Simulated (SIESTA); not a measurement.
**Au under changes of volume**

One of the cells (17.651 Å³/atom); the others are scaled copies at fixed shape and fractional positions:

```xyz
2
Lattice="1.4113 -2.5559 0.0000 1.4113 2.5559 0.0000 0.0000 0.0000 4.8932" Properties=species:S:1:pos:R:3 pbc="T T T"
Au    1.4113    0.8451    1.2233
Au    1.4113   -0.8451    3.6699
```

This isn't the form of Au at room conditions, which is fcc.

```yaml
Program: SIESTA 5.4.2
Functional: LDA
Potentials_or_basis: PseudoDojo 0.4 standard (LDA files)
Basis: DZP (energy shift 0.003 Ry; two zetas on semicore shells)
Grid_cutoff: 800 Ry
Energy_shift: 0.003 Ry
k_mesh: 11 × 11 × 6
Occupations: fermi-dirac, width 0.05 eV
Spin: no spin polarisation
```

```csv
volume (Å³/atom),energy over the lowest point (meV/atom),pressure (GPa),largest force (eV/Å)
16.592,0.08,2.1,0.062
16.945,0.00,-1.8,0.051
17.298,8.00,-5.3,0.050
17.651,23.20,-8.4,0.035
18.004,44.55,-11.0,0.024
18.357,71.29,-13.3,0.025
18.710,?,?,?
```

Problem. What does the run at 18.710 Å³/atom give?

Solution. Energy over the lowest point 102.85 meV/atom; pressure -15.3 GPa; largest force 0.016 eV/Å.

Worked out: A Birch-Murnaghan fit of order 3 (a polynomial in V^(-2/3)) to the other rows has its minimum at 16.77 Å³/atom with B0 = V·E''(V) = 188 GPa and B' = 5.5 at fixed shape and positions, which overstates the stiffness. It gives 102.72 meV/atom at 18.710 Å³/atom, against the run's 102.85, and -dE/dV = -15.2 GPa, against -15.3.

Energies are extrapolated to zero smearing.

Caveats: short orbitals over semicore shells can move pressures by several GPa; the basis of atomic orbitals isn't converged, which shifts pressures, moduli and gaps.
